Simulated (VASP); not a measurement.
Here is a VASP 6.6.1 calculation.

INCAR

```
SYSTEM = BaTiO3
  PREC = Accurate
  ENCUT = 600
  EDIFF = 1E-6
  ISMEAR = 0
  SIGMA = 0.03
  LREAL = .False.
  LASPH = .True.
  NELM = 80
  ALGO = Normal
  ISIF = 3
  LWAVE = .False.
  LCHARG = .False.
  GGA = PS
  IBRION = 2
  NSW = 90
  EDIFFG = -0.01
  KPAR = 2
```

The input KPOINTS:

```
regular mesh
0
Gamma
  8 8 8
  0 0 0
```

File POSCAR:

```
BaTiO3
1.0
    3.9998000000      0.0000000000      0.0000000000
    0.0000000000      3.9998000000      0.0000000000
    0.0000000000      0.0000000000      4.0180000000
Ba Ti O
1 1 3
Direct
    0.0000000000      0.0000000000      0.0000000000
    0.5000000000      0.5000000000      0.4900000000
    0.5000000000      0.5000000000      0.0190000000
    0.5000000000      0.0000000000      0.5170000000
    0.0000000000      0.5000000000      0.5170000000
```

Potentials or basis: VASP PAW PBE potentials, release 64 (Ba_sv, Ti_sv, O).

Launch:

```bash
$ cat potpaw_PBE.64/Ba_sv/POTCAR potpaw_PBE.64/Ti_sv/POTCAR potpaw_PBE.64/O/POTCAR > POTCAR
$ mpirun -np 2 vasp_std > vasp.out
```

Predict the band gap on the k mesh.

1.76 eV, indirect (least direct gap 2.19 eV).

What does it give for the relaxed volume?

12.79 Å³/atom.

Estimate the relaxed cell.

a = 3.966 Å, b = 3.966 Å, c = 4.066 Å, α = 90.00°, β = 90.00°, γ = 90.00°.

Predict the space group after relaxing (to 0.05 Å).

P4mm (No. 99).

Forces in eV/Å, atoms in the order of the input:
```
Ba   0.000  0.000 -0.004
Ti   0.000  0.000 -0.006
O    0.000  0.000  0.005
O    0.000  0.000  0.002
O    0.000  0.000  0.002
```

Caveat: the PAW data sets were made with another functional, which shifts forces and pressure a little; spin-orbit coupling is left out, which moves the levels of the heavy elements. A k mesh can miss the band edges.
